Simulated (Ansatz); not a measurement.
The system is In.

```
CELL_PARAMETERS angstrom
-1.62547 1.62547 2.47370
1.62547 -1.62547 2.47370
1.62547 1.62547 -2.47370
ATOMIC_POSITIONS crystal
In 0.00000 0.00000 0.00000
```

* Program: Ansatz 0.2.0
* Task: single point
* Functional: PBE
* Potentials or basis: Ansatz PAW
* Cutoff: 420 eV (not typed: the program's choice for these potentials)
* k mesh: 11 × 11 × 11
* Occupations: fermi-dirac, width 0.05 eV
* Spin: no spin polarisation

On this cell: pressure 2.0 GPa; band gap on the k mesh none (metal or under the smearing width).

The same run follows on a disturbed copy (cell strained at random at fixed volume):

```
In
1.0
    -1.64299    1.57678    2.43209
     1.65802   -1.63180    2.47812
     1.65199    1.64080   -2.46824
In
1
Direct
  0.99147 0.00315 0.99997
```

Task: What changes?

Result: The energy (extrapolated to zero smearing) moves by +1.7 meV/atom; pressure 2.1 GPa; band gap on the k mesh none (metal or under the smearing width).

Stress tensor (GPa, compression positive):
```
 1.77 -0.01 -0.03
-0.01  2.90  0.28
-0.03  0.28  1.51
```
